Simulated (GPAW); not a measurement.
**InSe: single point with PBE**

Crystal: InSe.

```
In Se
1.0
     4.05000    0.00000    0.00000
    -2.02500    3.50740    0.00000
     0.00000    0.00000   16.93000
In Se
4 4
Direct
  0.66667 0.33333 0.84300
  0.33333 0.66667 0.34300
  0.66667 0.33333 0.65700
  0.33333 0.66667 0.15700
  0.66667 0.33333 0.39800
  0.33333 0.66667 0.89800
  0.66667 0.33333 0.10200
  0.33333 0.66667 0.60200
```

```yaml
Program: GPAW 26.7.0
Task: single point
Functional: PBE
Potentials_or_basis: GPAW PAW data sets (gpaw-data 1.2.1)
Cutoff: 450 eV
Basis: pw
k_mesh: 6 × 6 × 2
Occupations: fermi-dirac, width 0.05 eV
Spin: no spin polarisation
```

* Pressure: 6.4 GPa
* Largest force: 2.864 eV/Å
* Band gap on the k mesh: none (metal or under the smearing width)

Forces on the atoms (eV/Å):
```
In   0.000  0.000 -2.864
In   0.000  0.000 -2.863
In   0.000  0.000  2.863
In   0.000  0.000  2.864
Se   0.000  0.000  1.978
Se   0.000  0.000  1.979
Se   0.000  0.000 -1.979
Se   0.000  0.000 -1.978
```

Stress tensor (GPa, compression positive):
```
9.26 0.00 0.00
0.00 9.26 0.00
0.00 0.00 0.67
```

Levels at points of the mesh, in eV from the Fermi level:
```
           k point  band 36  band 37  band 38  band 39  band 40  band 41
(0.00, 0.00, 0.00)    -2.19    -1.38    -0.39    -0.09     0.38     1.19
(0.00, 0.00, 0.50)    -2.21    -0.97    -0.97     0.25     0.25     1.37
(0.50, 0.50, 0.00)    -2.60    -1.53    -1.03     0.92     1.07     1.33
(0.50, 0.50, 0.50)    -2.73    -1.29    -1.29     1.15     1.15     1.23
```

Wall time 89 s on 1 thread of Arm Neoverse V1, with other jobs on the host, peak memory 0.28 GiB.

Caveat: the cutoff is short for stress and forces, so pressures can be off by a GPa or more; this functional lacks dispersion, which binds the layers, so the pressure and a relaxed spacing across them are unreliable.
